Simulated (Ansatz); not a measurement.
Input of an Ansatz 0.2.0 run:

File input.yaml:

```yaml
crystal:
  lattice:
    - [0.0, 2.269, 2.269]
    - [2.269, 0.0, 2.269]
    - [2.269, 2.269, 0.0]
  atoms:
    - { symbol: P, position: [0.75, 0.75, 0.75] }
    - { symbol: B, position: [0.0, 0.0, 0.0] }
kpoints:
  mp_grid: { grid: [10, 10, 10] }
scf:
  occupations: { method: gaussian, width: 0.026 }
hamiltonian:
  xc: pbe
  pseudopotentials: { kind: all_electron, lapw: { basis_error: 0.001 } }
output:
  forces: true
  stress: true
  eigenvalues: true
```

Potentials or basis: all-electron LAPW, scalar-relativistic.

Launch:

```console
$ ansatz run input.yaml --threads 1 --pin off --max-ram 3072MiB --backend cpu --events-out ev --progress --plain --runs-dir out
```

Q: Estimate the band gap on the k mesh.

A: 1.25 eV, indirect (least direct gap 3.41 eV).

Q: Predict the pressure.

A: 1.1 GPa.

A k mesh can miss the band edges. As with any semilocal functional, this PBE gap is likely too small.
